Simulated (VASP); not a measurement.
Runs of VASP 6.6.1 on Ti. It takes space group Im-3m (No. 229, cubic). The conventional cell has a = 3.307 Å, b = 3.307 Å, c = 3.307 Å, α = 90.00°, β = 90.00°, γ = 90.00°. Around Ti (site symmetry m-3m) lie 8 Ti at 2.86 Å. This isn't the form of Ti at room conditions, which is hcp.

```csv
task,level,potentials or basis,cell,k mesh,cutoff (eV),mesh quality,gap on the mesh (eV),pressure (GPa),relaxed volume (Å³/atom)
relaxation of cell and atoms,PBEsol,"VASP PAW PBE potentials, release 64 (Ti_sv)",relaxed,18 × 18 × 18,600,not flagged,none,0.0,16.50
relaxation of cell and atoms,RPBE,"VASP PAW PBE potentials, release 64 (Ti_sv)",relaxed,18 × 18 × 18,600,not flagged,none,0.0,17.74
relaxation of cell and atoms,LDA,"VASP PAW LDA potentials, release 64 (Ti_sv)",relaxed,18 × 18 × 18,600,not flagged,none,0.0,(b)
relaxation of cell and atoms,PBEsol,"VASP PAW PBE potentials, release 64 (Ti_sv)",relaxed,6 × 6 × 6,600,coarse,none,0.0,(a)
single point,PBEsol,"VASP PAW PBE potentials, release 64 (Ti_sv)",as given,18 × 18 × 18,520,not flagged,none,-8.8,-
relaxation of cell and atoms,PBEsol,"VASP PAW PBE potentials, release 64 (Ti)",relaxed,18 × 18 × 18,580,not flagged,none,0.0,16.35
```

Alike in all rows: no spin polarisation; smearing gaussian 0.1 eV.

Task: Estimate the missing entries.

Result: (a) 16.42; (b) 15.83.

Caveats: some runs use coarse meshes; the PAW data sets were made with another functional, which shifts forces and pressure a little (some runs); the volume moved by -12 % from the deposited cell, more than functionals usually miss (some runs).

A gap of «none» marks a metal or a gap under the smearing width.

The runs don't all hold the same shells in valence.

Runs at the PBE level aren't shown here.
